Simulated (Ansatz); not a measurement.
A 4-atom cell of BN started from a crystallographic database, relaxed with r2SCAN in Ansatz 0.2.0: space group P6_3mc (No. 186), hexagonal; conventional cell a = 2.544 Å, c = 4.208 Å, 5.90 Å³ an atom. Around B lie 4 N at 1.56–1.58 Å; around N lie 4 B at 1.56–1.58 Å. The primitive cell holds 4 atoms in 23.58 Å³. Spin-unpolarised throughout; all numbers are computed.

Computed values: PBE gives a gap of 5.21 eV and PBE0 (25 % exact exchange) 7.29 eV; one over PBE's mean ε∞ is 0.217. HSE06 (9×9×4) gives a least gap of 6.53 eV and a least direct gap of 9.96 eV. PBEsol's static dielectric constant, on its own cell and averaged over directions, is 6.8.

(1) What is the density?

(2) Taking the gap as linear in the share of unscreened exchange, estimate the gap of the hybrid whose share is 1/ε∞.

(3) At what wavelength does absorption set in by HSE06, excitons left aside?

(4) As a gate dielectric 4 nm thick, what equivalent oxide thickness and capacitance would it have, with 3.9 for amorphous SiO₂?

Results:

(1) The cell holds 2 B, 2 N: M = 2×10.810 + 2×14.007 = 49.63 u in V = 23.58 Å³. ρ = 1.66054 × M/V = 1.66054 × 49.63/23.58 = 3.495 g/cm³, for the static r2SCAN lattice.

(2) The slope is (7.29 − 5.21)/0.25 = 8.32 eV per unit share, so E_g ≈ 5.21 + 8.32 × 0.217 = 7.02 eV. The run with that share gives 7.01 eV (9×9×4 mesh), -0.01 eV from the straight line.

(3) λ = 1239.84 eV nm/E: 190 nm for the least gap, where it needs phonons and is weak, and 124 nm for direct transitions. That lies in the ultraviolet, so by this gap the crystal is transparent to visible light.

(4) EOT = t × 3.9/κ = 4 × 3.9/6.8 = 2.29 nm; C/A = ε₀κ/t = 8.854 × 6.8/4 = 15.1 fF/µm². This takes the ideal crystal's mean κ, without interface layers.

The meshes of the hybrids are coarse, so their gaps aren't converged to the digits shown.
